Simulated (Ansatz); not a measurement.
# Mg under changes of volume

One of the cells (22.547 Å³/atom); the others are scaled copies at fixed shape and fractional positions:

```
CELL_PARAMETERS angstrom
3.17683 0.00000 0.00000
-1.58841 2.75121 0.00000
0.00000 0.00000 10.31886
ATOMIC_POSITIONS crystal
Mg 0.66667 0.33333 0.75000
Mg 0.00000 0.00000 0.50000
Mg 0.33333 0.66667 0.25000
Mg 0.00000 0.00000 0.00000
```

| Property | Result |
| --- | --- |
| Program | Ansatz 0.2.0 |
| Functional | PBEsol |
| Potentials or basis | Ansatz PAW |
| Cutoff | 420 eV (not typed: the program's choice for these potentials) |
| k mesh | 10 × 10 × 3 |
| Occupations | fermi-dirac, width 0.05 eV |
| Spin | no spin polarisation |

```csv
volume (Å³/atom),energy over the lowest point (meV/atom),pressure (GPa)
21.194,12.10,2.8
21.645,5.60,1.8
22.096,1.65,1.0
22.547,0.00,0.2
22.998,0.45,-0.5
23.449,?,?
23.900,6.88,-1.8
```

Q: What does the run at 23.449 Å³/atom give?

A: Energy over the lowest point 2.80 meV/atom; pressure -1.2 GPa.

Worked out: A Birch-Murnaghan fit of order 3 (a polynomial in V^(-2/3)) to the other rows has its minimum at 22.67 Å³/atom with B0 = V·E''(V) = 36 GPa and B' = 3.8 at fixed shape and positions, which overstates the stiffness. It gives 2.80 meV/atom at 23.449 Å³/atom, against the run's 2.80, and -dE/dV = -1.2 GPa, against -1.2.

Energies are extrapolated to zero smearing.

Caveats: the PAW data sets come from PBE, with cores solved anew for the run's functional, which leaves a small shift of forces and pressure.
